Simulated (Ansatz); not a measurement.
# Relaxing HfO2, the end x = 0 of the polar orthorhombic (Pca2_1) HfO2-TiO2 line (96 atoms)

How does HfO2, the end x = 0 of the polar orthorhombic (Pca2_1) HfO2-TiO2 line (96 atoms) relax, and what do bonds, charges and levels look like afterwards?

Main program and level: Ansatz 0.2.0; Kohn-Sham DFT, PBE, PAW (set soft_2), plane waves.

## Step 1: Set-up

The cell holds 96 atoms: 32 Hf and 64 O. Its edges and angles: a = 10.540 Å, b = 10.100 Å, c = 10.160 Å, α = 90.0°, β = 90.0°, γ = 90.0°. It derives from HfO2 (polar orthorhombic (Pca2_1) HfO2-TiO2), repeated 2×2×2. Polar orthorhombic (Pca2_1) HfO2-TiO2: 96 atoms, 0 of 32 Hf sites given to Ti at random, cell and internal coordinates interpolated linearly between the end members (Vegard's rule); not relaxed, displaced by a Gaussian of 0.02 Å. Lattice constants are starting values near those of PBE.

Limits known from the start: The host structure and its lattice constant were typed by rule, without a check against the phase diagram. The levels lack spin–orbit coupling, which is large for the heavy elements here.

## Step 2: Single point at the start

A single point comes first, to see the forces before anything moves.

File input.yaml:

```yaml
crystal:
  lattice:
    - [10.54, 0.0, 0.0]
    - [0.0, 10.1, 0.0]
    - [0.0, 0.0, 10.16]
  atoms:
    - { symbol: Hf, position: [0.01858, 0.13129, 0.12896] }
    - { symbol: Hf, position: [0.48246, 0.36921, 0.37547] }
    - { symbol: Hf, position: [0.26881, 0.36599, 0.13063] }
    - { symbol: Hf, position: [0.23403, 0.1354, 0.37594] }
    - { symbol: O, position: [0.17939, 0.03024, 0.05523] }
    - { symbol: O, position: [0.31791, 0.46866, 0.30127] }
    - { symbol: O, position: [0.43008, 0.47015, 0.05083] }
    - { symbol: O, position: [0.07217, 0.03279, 0.30399] }
    - { symbol: O, position: [0.36521, 0.23065, 0.00426] }
    - { symbol: O, position: [0.13472, 0.26747, 0.25554] }
    - { symbol: O, position: [0.11219, 0.26721, 0.00315] }
    - { symbol: O, position: [0.3849, 0.23067, 0.25448] }
    - { symbol: Hf, position: [0.01338, 0.13296, 0.63327] }
    - { symbol: Hf, position: [0.48591, 0.36712, 0.87825] }
    - { symbol: Hf, position: [0.26408, 0.37085, 0.6301] }
    - { symbol: Hf, position: [0.23329, 0.13288, 0.88413] }
    - { symbol: O, position: [0.18023, 0.03222, 0.55359] }
    - { symbol: O, position: [0.31933, 0.46674, 0.80231] }
    - { symbol: O, position: [0.4296, 0.47016, 0.55465] }
    - { symbol: O, position: [0.07177, 0.03157, 0.80474] }
    - { symbol: O, position: [0.36207, 0.23448, 0.50551] }
    - { symbol: O, position: [0.13593, 0.26897, 0.75435] }
    - { symbol: O, position: [0.11565, 0.27101, 0.5088] }
    - { symbol: O, position: [0.38385, 0.22914, 0.75351] }
    - { symbol: Hf, position: [0.0158, 0.63423, 0.13062] }
    - { symbol: Hf, position: [0.48066, 0.86689, 0.38163] }
    - { symbol: Hf, position: [0.26594, 0.86901, 0.12956] }
    - { symbol: Hf, position: [0.23412, 0.63287, 0.38081] }
    - { symbol: O, position: [0.18038, 0.53124, 0.05168] }
    - { symbol: O, position: [0.32072, 0.96924, 0.30522] }
    - { symbol: O, position: [0.43227, 0.96937, 0.05226] }
    - { symbol: O, position: [0.06879, 0.53184, 0.30315] }
    - { symbol: O, position: [0.36285, 0.73209, 0.00328] }
    - { symbol: O, position: [0.13782, 0.76711, 0.25691] }
    - { symbol: O, position: [0.11427, 0.76918, 0.00234] }
    - { symbol: O, position: [0.38682, 0.73347, 0.25262] }
    - { symbol: Hf, position: [0.01499, 0.63256, 0.6273] }
    - { symbol: Hf, position: [0.4851, 0.86918, 0.87831] }
    - { symbol: Hf, position: [0.26617, 0.8649, 0.62992] }
    - { symbol: Hf, position: [0.23143, 0.63472, 0.8808] }
    - { symbol: O, position: [0.17995, 0.52947, 0.55551] }
    - { symbol: O, position: [0.32373, 0.96532, 0.80543] }
    - { symbol: O, position: [0.43309, 0.96967, 0.55064] }
    - { symbol: O, position: [0.07164, 0.53064, 0.80181] }
    - { symbol: O, position: [0.36117, 0.73309, 0.50606] }
    - { symbol: O, position: [0.13532, 0.76903, 0.75225] }
    - { symbol: O, position: [0.11502, 0.76809, 0.50413] }
    - { symbol: O, position: [0.38631, 0.73372, 0.75598] }
    - { symbol: Hf, position: [0.5165, 0.13277, 0.13015] }
    - { symbol: Hf, position: [0.98567, 0.36796, 0.38134] }
    - { symbol: Hf, position: [0.76491, 0.36268, 0.13204] }
    - { symbol: Hf, position: [0.73865, 0.13337, 0.3798] }
    - { symbol: O, position: [0.67974, 0.03076, 0.05303] }
    - { symbol: O, position: [0.81787, 0.46798, 0.30104] }
    - { symbol: O, position: [0.93047, 0.46841, 0.05397] }
    - { symbol: O, position: [0.56967, 0.03295, 0.30342] }
    - { symbol: O, position: [0.86766, 0.22824, 0.00323] }
    - { symbol: O, position: [0.63821, 0.27301, 0.25401] }
    - { symbol: O, position: [0.61358, 0.26755, 0.00712] }
    - { symbol: O, position: [0.88595, 0.23335, 0.25387] }
    - { symbol: Hf, position: [0.51309, 0.13312, 0.63099] }
    - { symbol: Hf, position: [0.98695, 0.36728, 0.87878] }
    - { symbol: Hf, position: [0.76657, 0.36798, 0.63055] }
    - { symbol: Hf, position: [0.73436, 0.1348, 0.88073] }
    - { symbol: O, position: [0.68361, 0.0332, 0.5543] }
    - { symbol: O, position: [0.81691, 0.47019, 0.80383] }
    - { symbol: O, position: [0.93154, 0.47107, 0.55221] }
    - { symbol: O, position: [0.57156, 0.02989, 0.80685] }
    - { symbol: O, position: [0.86097, 0.22851, 0.50125] }
    - { symbol: O, position: [0.63481, 0.26578, 0.75835] }
    - { symbol: O, position: [0.61288, 0.26534, 0.50669] }
    - { symbol: O, position: [0.88539, 0.22955, 0.75622] }
    - { symbol: Hf, position: [0.51668, 0.63164, 0.13277] }
    - { symbol: Hf, position: [0.98474, 0.8707, 0.38099] }
    - { symbol: Hf, position: [0.76846, 0.86772, 0.1276] }
    - { symbol: Hf, position: [0.73915, 0.63142, 0.37961] }
    - { symbol: O, position: [0.67867, 0.5306, 0.05348] }
    - { symbol: O, position: [0.82038, 0.97031, 0.30653] }
    [... 12 atom lines left out ...]
    - { symbol: O, position: [0.93159, 0.97206, 0.55449] }
    - { symbol: O, position: [0.57168, 0.52926, 0.80129] }
    - { symbol: O, position: [0.86077, 0.73444, 0.504] }
    - { symbol: O, position: [0.63916, 0.76645, 0.75364] }
    - { symbol: O, position: [0.61368, 0.76982, 0.50462] }
    - { symbol: O, position: [0.8869, 0.73203, 0.75485] }
kpoints:
  mp_grid: { grid: [2, 2, 2] }
hamiltonian:
  xc: pbe
scf:
  occupations: { method: fermi_dirac, width: 0.025 }
output:
  forces: true
```

Started as:

```sh
$ ansatz run input.yaml --threads 10 --pin off --max-ram 102400MiB --backend cuda --events-out ev --progress --plain --runs-dir out
```

Numbers of over 12 decimals in the logs are rounded to 6 here.

The log of the run:

```text
Engine: ansatz 0.2.0, x86_64-unknown-linux-gnu
Pseudopotentials: kind: paw
Pseudopotential: Hf, paw, valence charge 26, recommended cutoff 420 eV (normal), Hf.paw.azcp
Pseudopotential: O, paw, valence charge 6, recommended cutoff 420 eV (normal), O.paw.azcp
Functional definition: PBE
  parameter kappa = 0.804
  parameter beta = 0.066725
  exchange = pbe_x(kappa = kappa, mu = beta*pi^2/3)
  correlation = pbe_c(beta = beta)
device memory: the entry about to start is reckoned to put 33.4 GiB on a device that reports 78.6 GiB free
GPU FFT provider: cuFFT
GPU libraries: cuBLAS 13.8.2, cuFFT 12.4.0, cuSOLVER 12.3.4
Crystal: 96 atoms, lattice volume = 1081.573 Å³
Basis set: ecut = 420 eV, 21119 PW (Γ), exchange–correlation on 144×144×144 points (8 copies of the dense FFT grid, shifted against one another)
Bands: 704, of which v1, the nominal top of the filled ones, is band 608 counted from 1 (607 counted from 0)
Symmetry: 1 space group operations
Space group: P1 (ITA 1), of the structure as read, at distance tolerance 1.0e-4 Å
k-points: 8
Non-local potential: Hf, projectors of the file, l = 0: 3, l = 1: 2, l = 2: 2, l = 3: 3
Non-local potential: O, projectors of the file, l = 0: 2, l = 1: 2, l = 2: 1
PAW form: soft (Blöchl's): semilocal exchange-correlation on the pseudo side does not see the compensation charge
PAW one-centre angular grid: Hf, 590 points (default); XC on 64 Gauss nodes
PAW one-centre angular grid: O, 110 points (default); XC on 64 Gauss nodes
Initial density: superposition of atomic densities (neutral atoms: chi_scale 0, normalization atom), corrected by the library's trained network
Initial wavefunctions: pseudopotential atomic-orbital guess
GPU buffer pool allocated for 373248 grid points (all kernels)
GPU transforms: local potential and band sums: pruned to the plane-wave sphere, on 72×72×72
Functional: x = pbe(κ = 0.804, μ = 0.219515), c = pbe(β = 0.066725)
SCF iter   1: F=—  HF=-539569.892558 eV  |F-HF|=—  |Δ(HF+E_count)|=         —  Δρ=3.62e-3  dr2=1.16e-1  ethr=1.77e-3  ⟨swp⟩=5.0  Hψ=16896  notcnv=0  defer=400
preconditioner: auto → Resta (q_TF=auto, 2.782 Å⁻¹)  ε∞=5.8  [insulator: Δε(μ)=4.309 eV  Ē_g=17.558 eV  σ=0.025 eV  W_gap=1.00  n_scr=404 (ndim 8)  ℏωp=38.3 eV  f_vac=0.046  D(μ)=0.00/eV (n_scr^D=0)  ε∞_Penn≈5.8]
SCF iter   2: F=—  HF=-539569.886726 eV  |F-HF|=—  |Δ(HF+E_count)|=   5.83e-3  Δρ=1.67e-3  dr2=1.36e-2  ethr=9.52e-6  ⟨swp⟩=2.0  Hψ=10401  notcnv=0  defer=695
SCF iter   3: F=—  HF=-539569.897341 eV  |F-HF|=—  |Δ(HF+E_count)|=   1.06e-2  Δρ=8.03e-4  dr2=4.78e-3  ethr=1.12e-6  ⟨swp⟩=2.0  Hψ=6466  notcnv=0  defer=695
SCF iter   4: F=—  HF=-539569.904661 eV  |F-HF|=—  |Δ(HF+E_count)|=   7.32e-3  Δρ=1.38e-4  dr2=2.50e-4  ethr=3.93e-7  ⟨swp⟩=2.0  Hψ=9477  notcnv=0  defer=695
SCF iter   5: F=—  HF=-539569.892436 eV  |F-HF|=—  |Δ(HF+E_count)|=   1.22e-2  Δρ=9.18e-5  dr2=7.71e-5  ethr=2.05e-8  ⟨swp⟩=2.0  Hψ=9801  notcnv=0  defer=695
SCF iter   6: F=—  HF=-539569.902076 eV  |F-HF|=—  |Δ(HF+E_count)|=   9.64e-3  Δρ=2.91e-5  dr2=7.93e-6  ethr=6.34e-9  ⟨swp⟩=2.0  Hψ=9801  notcnv=0  defer=695
SCF iter   7: F=—  HF=-539569.901234 eV  |F-HF|=—  |Δ(HF+E_count)|=   8.42e-4  Δρ=1.18e-5  dr2=1.18e-6  ethr=6.52e-10  ⟨swp⟩=2.0  Hψ=9794  notcnv=0  defer=695
SCF iter   8: F=—  HF=-539569.901234 eV  |F-HF|=—  |Δ(HF+E_count)|=   1.93e-7  Δρ=5.00e-6  dr2=2.22e-7  ethr=9.67e-11  ⟨swp⟩=2.0  Hψ=8777  notcnv=0  defer=695
SCF iter   9: F=-539569.901234 eV  HF=-539569.901234 eV  |F-HF|=1.13e-8  |Δ(HF+E_count)|=   6.61e-8  Δρ=1.36e-6  dr2=1.91e-8  ethr=8.22e-12  ⟨swp⟩=4.2  Hψ=18800  notcnv=0
SCF 1 converged in 9 iterations: F = -539569.901234 eV  dr2 = 1.91e-8
  greatest PAW one-centre occupation: 0.999 electrons in one spin orbital (limit 2), on the Hf atom at site 72 (counted from 0), in its partial waves of l = 0
SCF converged after 9 iterations
Free energy (F): -539569.901234 eV
Harris-Foulkes:  -539569.901234 eV  (|F-HF|=1.13e-8)
Internal energy: -539569.901234 eV  (E = F + TS)
E sigma→0 (E₀):  -539569.901234 eV
Fermi energy:    16.934834 eV
--- Per-component energies (eV) ---
  E_band       = 714.902270
  E_kinetic    = 24714.681530
  E_local      = -189630.715904  (includes V_loc(G=0)·N_el)
  E_nonlocal   = -36701.601920
  E_hartree    = 86788.634774
  E_xc         = -14332.395991
  E_vxc        = -14558.061390  (∫ρ·V_xc dr)
  E_paw        = -231790.163112  (= ΣΔE_a)
  E_vpaw       = 43313.182292  (= ΣTr[D̂ρ^β])
  E_aug_tail   = 0.158523  (compensation charges beyond the density's cutoff)
  E_ewald      = -178618.499132
  E_smearing   = -0.000000  (= −TS)
  E_closure    = 0.000000  (closes the sum)
  Σ components = -539569.901234   (vs F -539569.901234, Δ=0.00e0)
--- Forces (eV/Å), atoms counted from 1 ---
  atom   1  Hf    -0.87971863     0.52684626     0.01382032
  atom   2  Hf     0.45201437    -0.81283989     1.41640379
  atom   3  Hf    -0.37048531     0.56546171    -0.84303457
  atom   4  Hf     0.38798728    -0.23097674     1.44008152
  atom   5  O     -0.02232209     0.35354818     0.01934646
  atom   6  O      0.06386367    -0.00554976     0.18922725
  atom   7  O     -0.17788713    -0.43865934     0.30323452
  atom   8  O     -0.36799277    -0.20786460    -0.15475395
  atom   9  O     -0.17208652     0.15409080     0.28261297
  atom  10  O      0.08886315     0.29457349    -0.37221747
  atom  11  O      0.57368131    -0.21613004     0.45515193
  atom  12  O     -0.03780250     0.21076843    -0.15099521
  atom  13  Hf     0.93959516     0.12808757    -0.61700689
  atom  14  Hf    -0.35401265     0.03725960    -0.19235102
[...]
atom  95  O     -0.32088801    -0.22907264     0.22942316
  atom  96  O      0.14819980     0.03742126    -0.04960469
  max |Σ_I F_I| component: 8.15e-5 eV/Å
```

The job ended after 3.5 s (1 × NVIDIA H100 80GB HBM3 with 10 threads of AMD EPYC 7R13 (Zen 3), shared host; peak memory 1.4 GiB).

Reading the cycles: dr2 is the Hartree energy of the density residual (eV), the measure of convergence; HF is the Harris–Foulkes estimate of the energy, which meets the free energy F at convergence.

That memory is the host's; the program planned up to 33.4 GiB on the GPU.

Numbers from this run:

- free energy: -539569.9012 eV
- free energy per atom: -5620.5198 eV/atom
- SCF cycles: 9
- r.m.s. force component: 0.462 eV/Å
- longest force: 1.761 eV/Å
- Fermi energy: 16.93 eV

The r.m.s. force component of 0.46 eV/Å sets the starting point.

Neighbours are counted within 2.82 Å (O-Hf).

Length of the force by element and coordination:

```
element  coordination  atoms  mean length of the force (eV/Å)  spread  least  most
     Hf           all     32                             1.00   0.415  0.265  1.69
      O           all     64                            0.544   0.276  0.135  1.76
      O             3     32                            0.537   0.251  0.135  1.23
      O             4     32                            0.552   0.298  0.161  1.76
```

## Step 3: Cell and atoms relaxed

The cell is relaxed with the atoms, since the starting lattice needn't suit this functional.

Edit input.yaml of step 2 so:

```diff
@@ -15 +15,5 @@
   forces: true
+relax:
+  f_tol: 0.04
+  max_steps: 150
+  cell: {}
```

The log of the run:

```text
[...]
GPU FFT provider: cuFFT
GPU libraries: cuBLAS 13.8.2, cuFFT 12.4.0, cuSOLVER 12.3.4
Crystal: 96 atoms, lattice volume = 1081.573 Å³
Basis set: ecut = 420 eV, 21119 PW (Γ), exchange–correlation on 144×144×144 points (8 copies of the dense FFT grid, shifted against one another)
Bands: 730, of which v1, the nominal top of the filled ones, is band 608 counted from 1 (607 counted from 0)
Symmetry: 1 space group operations
[...]
k-points: 8
[...]
GPU buffer pool allocated for 373248 grid points (all kernels)
[...]
SCF iter   1: F=—  HF=-539569.891622 eV  |F-HF|=—  |Δ(HF+E_count)|=         —  Δρ=3.62e-3  dr2=1.16e-1  ethr=1.77e-3  ⟨swp⟩=5.0  Hψ=17449  notcnv=0  defer=467
[...]
SCF iter   9: F=-539569.901234 eV  HF=-539569.901234 eV  |F-HF|=1.12e-8  |Δ(HF+E_count)|=   6.59e-8  Δρ=1.26e-6  dr2=1.66e-8  ethr=8.22e-12  ⟨swp⟩=4.2  Hψ=18670  notcnv=0
SCF 1 converged in 9 iterations: F = -539569.901234 eV  dr2 = 1.66e-8
[...]
relax step   1: F+E_penalty+E_count = -539569.90123412 eV  Δ(F+E_penalty+E_count) = +0.000e0 eV  max|allowed force component| = 1.553e0 eV/Å  Δτ_max = 0.0000 Å  P = +3.937 GPa  Ω = 1081.573 Å³  (9 SCF iters, dr2 threshold 1.00e-7 eV, accepted)
[... from here on, the SCF cycles and remarks between the steps are left out ...]
relax step   2: F+E_penalty+E_count = -539570.66025792 eV  Δ(F+E_penalty+E_count) = -7.590e-1 eV  max|allowed force component| = 7.851e-1 eV/Å  Δτ_max = 0.0832 Å  P = -0.926 GPa  Ω = 1101.338 Å³  energy of the carried Pulay correction = -9.809e-2 eV  (8 SCF iters, dr2 threshold 9.60e-6 eV, accepted)
relax step   3: F+E_penalty+E_count = -539571.09461132 eV  Δ(F+E_penalty+E_count) = -4.344e-1 eV  max|allowed force component| = 1.085e-1 eV/Å  Δτ_max = 0.0675 Å  P = +0.043 GPa  Ω = 1095.960 Å³  energy of the carried Pulay correction = -7.158e-2 eV  (7 SCF iters, dr2 threshold 9.60e-6 eV, accepted)
relax step   4: F+E_penalty+E_count = -539571.11639415 eV  Δ(F+E_penalty+E_count) = -2.178e-2 eV  max|allowed force component| = 9.422e-3 eV/Å  Δτ_max = 0.0183 Å  P = -0.042 GPa  Ω = 1095.010 Å³  energy of the carried Pulay correction = -6.688e-2 eV  (7 SCF iters, dr2 threshold 7.35e-7 eV, accepted)
relax step   5: F+E_penalty+E_count = -539571.11876775 eV  Δ(F+E_penalty+E_count) = -2.374e-3 eV  max|allowed force component| = 1.522e-3 eV/Å  Δτ_max = 0.0025 Å  P = +0.000 GPa  Ω = 1094.599 Å³  energy of the carried Pulay correction = -6.485e-2 eV  (7 SCF iters, dr2 threshold 2.18e-8 eV, accepted)
relax step   6: F+E_penalty+E_count = -539571.18881378 eV  Δ(F+E_penalty+E_count) = -7.005e-2 eV  max|allowed force component| = 1.887e-3 eV/Å  Δτ_max = 0.0000 Å  P = +0.112 GPa  Ω = 1094.599 Å³  stress off target by 1.24e-1 GPa  SCF on the basis re-selected at this cell (its energy is not comparable with the rows above)  (7 SCF iters)
relax step   7: F+E_penalty+E_count = -539571.18615297 eV  Δ(F+E_penalty+E_count) = +2.661e-3 eV  max|allowed force component| = 1.713e-3 eV/Å  Δτ_max = 0.0007 Å  P = +0.001 GPa  Ω = 1095.176 Å³  energy of the carried Pulay correction = -2.868e-3 eV  (6 SCF iters, dr2 threshold 3.86e-8 eV, accepted)
relax step   8: F+E_penalty+E_count = -539571.18774403 eV  Δ(F+E_penalty+E_count) = -1.591e-3 eV  max|allowed force component| = 1.713e-3 eV/Å  Δτ_max = 0.0000 Å  P = +0.003 GPa  Ω = 1095.176 Å³  stress off target by 5.39e-3 GPa  SCF on the basis re-selected at this cell (its energy is not comparable with the rows above)  (5 SCF iters)
[...]
SCF converged after 5 iterations
Free energy (F): -539571.187744 eV
[...]
Internal energy: -539571.187744 eV  (E = F + TS)
E sigma→0 (E₀):  -539571.187744 eV
Fermi energy:    16.659417 eV
[...]
--- Forces (eV/Å), atoms counted from 1 ---
  atom   1  Hf     0.00000945    -0.00043130    -0.00006106
  atom   2  Hf    -0.00065477     0.00070062    -0.00095683
  atom   3  Hf     0.00091570    -0.00048364     0.00035525
  atom   4  Hf    -0.00024107    -0.00006090    -0.00104994
  atom   5  O     -0.00017226     0.00023032    -0.00021672
  atom   6  O      0.00061637    -0.00026872     0.00009824
  atom   7  O     -0.00029129    -0.00019606     0.00018443
  atom   8  O      0.00045611     0.00019164     0.00037819
  atom   9  O     -0.00023060     0.00043554     0.00011832
  atom  10  O      0.00011887    -0.00043544    -0.00039043
  atom  11  O      0.00032190    -0.00048800    -0.00024019
  atom  12  O      0.00017503     0.00065683     0.00035498
  atom  13  Hf    -0.00020867     0.00051478     0.00019934
  atom  14  Hf    -0.00051796     0.00049874     0.00099908
[...]
atom  95  O      0.00018004    -0.00050293    -0.00017895
  atom  96  O     -0.00016568     0.00019197    -0.00006041
  max |Σ_I F_I| component: 3.78e-5 eV/Å
--- Stress (GPa, compression-positive) ---
        0.003357      -0.000276      -0.000254
       -0.000276       0.000860      -0.000572
       -0.000254      -0.000572       0.005293
  P = ⅓ Tr σ = 0.0032 GPa (0.032 kbar)
--- Band table (eV; the first three rows and the last of 8) ---
[...]
--- Relaxed structure (6 steps of the walk, 6 accepted, 2 SCFs on fresh bases) ---
  F+E_penalty+E_count = -539571.18774403 eV   max|allowed force component| = 1.713e-3 eV/Å   (the final SCF, on the basis selected at the relaxed cell)
  cell:  # Å, volume = 1095.1758 Å³
    - [10.587834, 1.009025043112566e-5, 2.2664320356440677e-5]
    - [9.669025555442995e-6, 10.138401, 3.4961905290295886e-5]
    - [2.1847200647195188e-5, 3.516959977716893e-5, 10.202514]
  atoms:
    - { symbol: Hf, position: [0.016348, 0.133342, 0.128249] }
    - { symbol: Hf, position: [0.483744, 0.367036, 0.378250] }
    - { symbol: Hf, position: [0.266344, 0.367043, 0.128247] }
    - { symbol: Hf, position: [0.233743, 0.133338, 0.378253] }
[...]
- { symbol: O, position: [0.885459, 0.731599, 0.753328] }
```

It took 19 s on 1 × NVIDIA H100 80GB HBM3 with 10 threads; peak memory 1.6 GiB.

That memory is the host's; the program planned up to 34.1 GiB on the GPU.

The program notes that the band table was not solved further than the SCF left it.

Step by step:

```
step  energy less that of the first step (eV)  largest force component (eV/Å)  pressure (GPa)  volume (Å³)
   1                                   0.0000                          1.5531            3.94      1081.57
   2                                  -0.7590                          0.7851           -0.93      1101.34
   3                                  -1.1934                          0.1085            0.04      1095.96
   4                                  -1.2152                          0.0094           -0.04      1095.01
   5                                  -1.2175                          0.0015            0.00      1094.60
  6*                                  -1.2876                          0.0019            0.11      1094.60
   7                                  -1.2849                          0.0017            0.00      1095.18
  8*                                  -1.2865                          0.0017            0.00      1095.18
```

Relaxation steps marked * repeat the geometry before them on a plane-wave basis chosen anew for their cell, so energy and pressure can jump there.

```
     cell as run  before   after  change
           a (Å)  10.540  10.588  +0.5 %
           b (Å)  10.100  10.138  +0.4 %
           c (Å)  10.160  10.203  +0.4 %
volume (Å³/atom)   11.27   11.41  +1.3 %
```

The atoms that moved most (Å, as changes of fractional coordinates times the final cell):

```
atom      dx      dy      dz  length
 O92  -0.046   0.048   0.055   0.086
Hf85   0.065  -0.031  -0.025   0.076
  O7   0.028  -0.038   0.059   0.076
 O44  -0.046   0.034   0.049   0.075
 O43  -0.004  -0.033   0.061   0.070
 O42  -0.068   0.011   0.012   0.070
 O90  -0.033  -0.032   0.052   0.069
 O80  -0.015   0.064   0.021   0.069
```

The relaxation changed the energy by -13.4 meV/atom, and atoms moved by 0.047 Å r.m.s., 0.086 Å at most.

[end of part 1 of 3]

[Logs are printed without paths, hosts, clocks, repeated set-up lines and the standing remarks that a program may print on its own settings, such as how far it seeks lower states.]

[Hosts, paths, dates, database ids (printed as entryN), source tags and the programs' standing remarks are cut or masked in the printed files.]
